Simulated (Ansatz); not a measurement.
Pressure against volume: MnS

```cif
data_structure
_symmetry_space_group_name_H-M 'F-43m'
_symmetry_Int_Tables_number 216
_cell_length_a 5.6394
_cell_length_b 5.6394
_cell_length_c 5.6394
_cell_angle_alpha 90.000
_cell_angle_beta 90.000
_cell_angle_gamma 90.000
_cell_volume 179.35
loop_
_atom_site_label
_atom_site_type_symbol
_atom_site_symmetry_multiplicity
_atom_site_Wyckoff_symbol
_atom_site_fract_x
_atom_site_fract_y
_atom_site_fract_z
_atom_site_occupancy
Mn1 Mn 4 a 0.00000 0.00000 0.00000 1
S1 S 4 d 0.25000 0.25000 0.75000 1
```

The runs use the primitive cell with vectors (0.000, 2.820, 2.820), (2.820, 0.000, 2.820), (2.820, 2.820, 0.000) Å, to which the k mesh refers.

The cell was built from the zincblende type and relaxed in the same program, and has space group F-43m; it needn't be a known or the stable phase.

Other magnetic orders may lie lower; this is the state that the run reached.

All numbers are computed: DFT, PBE, all-electron LAPW, scalar-relativistic (Ansatz 0.2.0); DFT, PBE, PAW with Ansatz's default frozen-core files, scalar-relativistic (Ansatz 0.2.0).

For LAPW: a Γ-centred 12×12×12 k mesh, Fermi–Dirac smearing of 0.05 eV, basis error target 0.5 meV/atom, spin-polarised from start moments Mn1 4 μB. PAW takes a cutoff of 420 eV at this cell. The Ansatz runs share mesh, smearing and spin set-up. Plane-wave (PAW) pressures include the program's estimate of the Pulay term.

The cell above is scaled evenly, with fractional coordinates and shape held.

| V/V(cell) | V (Å³/atom) | P, LAPW (GPa) | P, PAW (GPa) | moment, LAPW (μB) |
| --- | --- | --- | --- | --- |
| 0.9405 | 21.085 | 2.63 | 2.60 | 4.79 |
| 0.9800 | 21.970 | 1.02 | 0.99 | 4.92 |
| 1.0000 | 22.419 | 0.04 | 0.02 | 4.96 |
| 1.0200 | 22.867 | -0.96 | -0.98 | 4.98 |
| 1.0600 | 23.764 | -2.86 | -2.87 | 5.00 |
